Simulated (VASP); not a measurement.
**Cr: relaxation of cell and atoms with PBEsol**

Cr:

```
Cr
1.0
     2.71400    0.00000    0.00000
    -1.35700    2.35039    0.00000
     0.00000    0.00000    4.41000
Cr
2
Direct
  0.66667 0.33333 0.75000
  0.33333 0.66667 0.25000
```

This isn't the form of Cr at room conditions, which is bcc.

```yaml
Program: VASP 6.6.1
Task: relaxation of cell and atoms
Functional: PBEsol
Potentials_or_basis: VASP PAW PBE potentials, release 64 (Cr_pv)
Cutoff: 600 eV
k_mesh: 8 × 8 × 5
Occupations: fermi-dirac, width 0.05 eV
Spin: collinear spin, ferromagnetic start
Starting_moments: "[3.0, 3.0] μB"
Further_INCAR_settings: ALGO = Fast; EDIFF = 1e-06; IBRION = 2; EDIFFG = -0.005; NSW = 60; ISIF = 3
```

```json
{
 "Relaxed volume": "11.44 Å³/atom",
 "Relaxed cell": "a = 2.452 Å, b = 2.452 Å, c = 4.393 Å, α = 90.00°, β = 90.00°, γ = 120.00°",
 "Space group after relaxing (to 0.05 Å)": "P6_3/mmc (No. 194)",
 "Energy gained by relaxing": "373.9 meV/atom",
 "Ionic steps": "25",
 "Pressure after relaxing": "0.0 GPa",
 "Band gap on the k mesh": "none (metal or under the smearing width)",
 "Net moment": "0.00 μB per cell",
 "Valence electrons inside the program's atomic spheres": "Cr 11.11"
}
```

Step by step:
```csv
step,energy change (eV),largest force (eV/Å),pressure (GPa),volume (Å³)
1,0.0000,0.0000,-31.80,28.13
2,0.4121,0.0000,92.19,18.23
3,-0.6654,0.0000,-2.10,23.02
4,-0.6670,0.0000,-0.27,22.85
5,-0.6670,0.0000,0.78,22.76
6,-0.7150,0.0000,2.39,22.61
7,-0.6187,0.0000,13.35,22.04
8,-0.7372,0.0000,4.06,22.49
9,-0.7394,0.0000,5.58,22.40
10,-0.7403,0.0000,5.05,22.43
11,-0.7239,0.0000,-7.49,23.63
12,-0.7474,0.0000,0.50,22.86
13,-0.7474,0.0000,0.14,22.87
14,-0.7477,0.0000,-0.26,22.91
15,-0.7477,0.0000,-0.17,22.90
16,-0.7477,0.0000,-0.30,22.90
17,-0.7476,0.0000,-0.01,22.89
18,-0.7477,0.0000,-0.24,22.90
19,-0.7477,0.0000,-0.30,22.90
20,-0.7477,0.0000,0.36,22.84
21,-0.7477,0.0000,0.22,22.88
22,-0.7477,0.0000,-0.13,22.88
23,-0.7477,0.0000,-0.01,22.88
24,-0.7477,0.0000,-0.02,22.88
25,-0.7477,0.0000,-0.01,22.88
```

Final structure:
```yaml
crystal:
  lattice:
    - [2.45217, 0.00000, 0.00000]
    - [-1.22608, 2.12364, 0.00000]
    - [0.00000, 0.00000, 4.39327]
  atoms:
    - { symbol: Cr, position: [0.66667, 0.33333, 0.75000] }
    - { symbol: Cr, position: [0.33333, 0.66667, 0.25000] }
```

Levels at points of the mesh, in eV from the Fermi level:
Spin up:
| k point | band 10 | band 11 | band 12 | band 13 | band 14 | band 15 |
| --- | --- | --- | --- | --- | --- | --- |
| (0.00, 0.00, 0.00) | -0.41 | -0.41 | -0.29 | -0.06 | -0.06 | 1.07 |
| (0.50, 0.00, 0.00) | -1.06 | -0.62 | -0.34 | -0.22 | 2.37 | 2.97 |
Spin down:
```csv
k point,band 8,band 9,band 10,band 11,band 12,band 13,band 14,band 15,band 16,band 17
"(0.00, 0.00, 0.00)",-4.27,-1.34,-0.41,-0.41,-0.29,-0.06,-0.06,1.07,1.07,2.26
"(0.50, 0.00, 0.00)",-3.66,-3.65,-1.06,-0.62,-0.34,-0.22,2.37,2.97,3.10,4.29
```

It took 4.8 min on 1 thread of Intel(R) Xeon(R) Platinum 8488C (Sapphire Rapids), with other jobs on the host, peak memory 0.2 GiB.

Caveat: the starting moments collapsed, and a magnetic state may lie lower; the volume moved by over 15 % at a fixed basis, so the end points are rough; the PAW data sets were made with another functional, which shifts forces and pressure a little.
